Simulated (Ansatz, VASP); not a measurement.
# SrO: VASP beside Ansatz, part 2 of 2

One calculation is typed for both programs; each brings its own data sets and cutoff. How far apart do they land? The cell is taken from a series of VASP runs on this material, whose earlier steps may have relaxed, scaled or displaced it; both programs get it as it stands.

VASP 6.6.1 and Ansatz 0.2.0.

So far. Step 4 (Comparison): The walks stopped with -0.04 GPa left in Ansatz and -0.01 GPa in VASP; each walk ends within a tolerance, so the volume difference is uncertain by about these residues over the bulk modulus, most in soft cells.

## 5. Ansatz: zone-centre phonons, LDA

Level of this step: Ansatz beside VASP: Kohn-Sham DFT, plane waves, LDA (Ansatz).

Second derivatives magnify differences that forces hide, and they need a tight electronic threshold. The cell compared in this pair holds 33.70 Å³, against 32.70 Å³ for the pair before.

The cell is taken from a series of VASP runs on this material, whose earlier steps may have relaxed, scaled or displaced it; both programs get it as it stands.

File input.yaml:

```yaml
crystal:
  lattice:
    - [0.0, 2.5637488181, 2.5637488181]
    - [2.5637488181, 0.0, 2.5637488181]
    - [2.5637488181, 2.5637488181, 0.0]
  atoms:
    - { symbol: Sr, position: [0.0, 0.0, 0.0] }
    - { symbol: O, position: [0.5, 0.5, 0.5] }
hamiltonian:
  xc: lda
  pseudopotentials: { kind: paw }
kpoints:
  mp_grid: { grid: [14, 14, 14] }
scf:
  occupations: { method: fixed }
phonons:
  method: dfpt
  qpoints: [[0, 0, 0]]
  dielectric: true
  rigid_motions: translations
```

The run is started by

```console
ansatz run input.yaml --threads 4 --pin off --max-ram 9216MiB --backend cpu --events-out ev --progress --plain --runs-dir out
```

Numbers of over 12 decimals in the logs are rounded to 6 here.

Log:

```text
[...]
Crystal: 2 atoms, lattice volume = 33.702 Å³
Basis set: ecut = 420 eV, 645 PW (Γ), exchange–correlation on 50×50×50 points (8 copies of the dense FFT grid, shifted against one another)
Bands: 12, of which v1, the nominal top of the filled ones, is band 8 counted from 1 (7 counted from 0)
Symmetry: 48 space group operations
k-points: 244 of 2744 (irreducible under 8 space group operations, time reversal used)
[...]
453.03      1            10.2386
  optical modes at Γ + LO–TO along q̂ = [0.0000, 0.0000, 1.0000]:
      ω (cm⁻¹)  modes    IR ((D/Å)²/amu)
        192.83      2            20.4772
        453.03      1            10.2386
--- Phonons (arbitrary-q DFPT): 1 explicit q-point ---
  q = [0, 0, 0] (of the zone-centre solve; hermiticity 2.43e-6, symmetrization 8.28e-15): -0.00 -0.00 0.00 192.83 192.83 192.83
  sum rule: each row above includes the acoustic sum rule's correction from the zone centre's row sums; it moved no ω² by more than (1.06 cm⁻¹)²
[key lines of the parts left out:]
SCF converged after 8 iterations
Free energy (F): -4002.814824 eV
Fermi energy:    7.611600 eV
```

Wall time 20 s (4 threads of Arm Neoverse N1, shared host); peak memory 0.57 GiB.

## 6. VASP: zone-centre phonons, LDA

The same cell, functional (in two slightly different forms) and mesh now go to VASP, with its own data sets and cutoff.

File INCAR:

```
SYSTEM = SrO
PREC = Accurate
ENCUT = 560
EDIFF = 1E-08
NELM = 100
ISMEAR = 0
SIGMA = 0.03
LREAL = .FALSE.
ALGO = Normal
GGA = CA
NBANDS = 14
LORBIT = 11
LWAVE = .FALSE.
LCHARG = .FALSE.
KPAR = 4
IBRION = 8
LEPSILON = .TRUE.
LPEAD = .TRUE.
ISIF = 2
```

File POSCAR:

```
SrO
1.0
    0.0000000000      2.5637488181      2.5637488181
    2.5637488181      0.0000000000      2.5637488181
    2.5637488181      2.5637488181      0.0000000000
Sr O
1 1
Direct
    0.0000000000      0.0000000000      0.0000000000
    0.5000000000      0.5000000000      0.5000000000
```

File KPOINTS:

```
Automatic mesh
0
Gamma
14 14 14
0 0 0
```

PAW data sets: Sr_sv and O (LDA family, release 64).

The run is started by

```console
mpirun -np 4 vasp_std
```

Log:

```text
[... set-up lines as in an earlier step ...]
 entering main loop
       N       E                     dE             d eps       ncg     rms          rms(c)
DAV:   1     0.746638902113E+02    0.74664E+02   -0.89553E+03  2912   0.119E+03
DAV:   2    -0.119082925044E+02   -0.86572E+02   -0.78653E+02  3890   0.242E+02
DAV:   3    -0.154706376472E+02   -0.35623E+01   -0.35387E+01  3738   0.455E+01
DAV:   4    -0.155621270329E+02   -0.91489E-01   -0.91474E-01  3696   0.673E+00
[...]
DAV:  12    -0.133800380965E+02   -0.15485E-05   -0.26350E-06  3452   0.131E-02    0.744E-03
DAV:  13    -0.133800379192E+02    0.17731E-06   -0.11297E-06  3428   0.799E-03    0.233E-03
DAV:  14    -0.133800379260E+02   -0.67973E-08   -0.87768E-08  3260   0.264E-03
   1 F= -.13380038E+02 E0= -.13380038E+02  d E =-.479475E-13
 Linear response reoptimize wavefunctions to high precision
DAV:   1    -0.133800379251E+02    0.84060E-09   -0.25810E-09  3306   0.481E-04
DAV:   2    -0.133800379252E+02   -0.25238E-10   -0.13512E-10  1672   0.104E-04
 Linear response to external field (no local field effect), progress :
[...]
RMM:  19    -0.270473891587E+00   -0.45252E-08   -0.21849E-08  8781   0.515E-06    0.806E-07
 first order change of Fermi-energy   0.86144E-04
 force on displaced ion       1 direction 1 :  -2.013   0.000   0.000
 Born effective charge ion    1 direction 1 :   2.457   0.000   0.000
 Linear response progress:
  Degree of freedom:   2/  2
       N       E                     dE             d eps       ncg     rms          rms(c)
RMM:   1    -0.365105969768E+00   -0.36511E+00    0.20744E-01 13299   0.351E+00
RMM:   2    -0.356048919042E+00    0.90571E-02   -0.68718E-03 11132   0.507E-01    0.281E-01
RMM:   3    -0.357173932105E+00   -0.11250E-02   -0.12483E-03 11925   0.155E-01    0.168E-01
RMM:   4    -0.358851857992E+00   -0.16779E-02   -0.61519E-04 11394   0.132E-01    0.197E-02
[...]
RMM:  11    -0.358762491306E+00   -0.15169E-06    0.69264E-08 16228   0.999E-05    0.155E-05
RMM:  12    -0.358762407120E+00    0.84186E-07    0.22206E-08 16092   0.424E-05    0.908E-06
RMM:  13    -0.358762409835E+00   -0.27152E-08    0.57549E-09 16141   0.178E-05    0.481E-06
 first order change of Fermi-energy  -0.68083E-04
 force on displaced ion       2 direction 1 :  -2.010   0.000   0.000
 Born effective charge ion    2 direction 1 :  -2.457   0.000   0.000
 Born effective charges drift removed
 Linear response finished
```

From OUTCAR (step 6):

```text
  Total       -0.6062211     -0.6062211     -0.6062211      0.0000000      0.0000000      0.0000000
  in kB      -28.8194200    -28.8194200    -28.8194200      0.0000000      0.0000000      0.0000000
  external PRESSURE =     -28.8194200 kB  Pullay stress =       0.0000000 kB

 POSITION                                       TOTAL-FORCE (eV/Angst)
 -----------------------------------------------------------------------------------
      0.00000      0.00000      0.00000         0.000000     -0.000000     -0.000000
      2.56375      2.56375      2.56375        -0.000000      0.000000      0.000000
 -----------------------------------------------------------------------------------
    total drift:                                0.000000      0.000000      0.000000

 MACROSCOPIC STATIC DIELECTRIC TENSOR (including local field effects in DFT)
 ------------------------------------------------------
           3.880348     0.000000     0.000000
           0.000000     3.880348     0.000000
          -0.000000    -0.000000     3.880348
 ------------------------------------------------------

 MACROSCOPIC STATIC DIELECTRIC TENSOR IONIC CONTRIBUTION
 ------------------------------------------------------
          16.119973     0.000000    -0.000000
           0.000000    16.119973     0.000000
          -0.000000     0.000000    16.119973
 ------------------------------------------------------

[... 2 further parts left out ...]
```

Energies printed during the response cycles are not total energies of the cell.

## 7. Side by side

Compared:

```csv
quantity,Ansatz,VASP,difference
ε∞ xx,3.86,3.88,-0.64 %
ε∞ yy,3.86,3.88,-0.64 %
ε∞ zz,3.86,3.88,-0.64 %
Born charge of Sr1 (mean of the diagonal) (e),2.45,2.46,-0.01
Born charge of O2 (mean of the diagonal) (e),-2.45,-2.46,+0.01
optical mode 1 to 3 (cm⁻¹),192.8,201.0,-4.06 %
```

Modes are paired by rising frequency and degeneracy, not by their patterns, so a pair may still set unlike modes beside each other.

## 8. Summary of results

```yaml
difference_in_volume_relaxation_of_cell_and_atoms_lda: -0.73 %
r_m_s_difference_of_the_optical_zone_centre_modes_each_program_s_sorted_by_frequency_zone_centre_phonons_lda: 8.2 cm⁻¹
difference_in_optical_mode_1_to_3_zone_centre_phonons_lda: -4.1 %
```

In words: The difference in volume is -0.73 % (relaxation of cell and atoms, LDA), within the 1.2 % picked in this series as the mark of a large difference, as far as the stopping tolerances let one tell. Among the rows given in per cent, the largest difference of the zone-centre phonons, LDA pair is in optical mode 1 to 3, -4.1 %. Such differences can come from data sets, numerical settings and the points named under the comparisons, not from the functional's error against experiment.

[Lines on the potential files, build, host, timing and source positions are cut from VASP's logs without a mark.]

[Logs are printed without paths, hosts, clocks, repeated set-up lines and the standing remarks that a program may print on its own settings, such as how far it seeks lower states.]

[Hosts, paths, dates, database ids (printed as entryN), source tags and the programs' standing remarks are cut or masked in the printed files.]
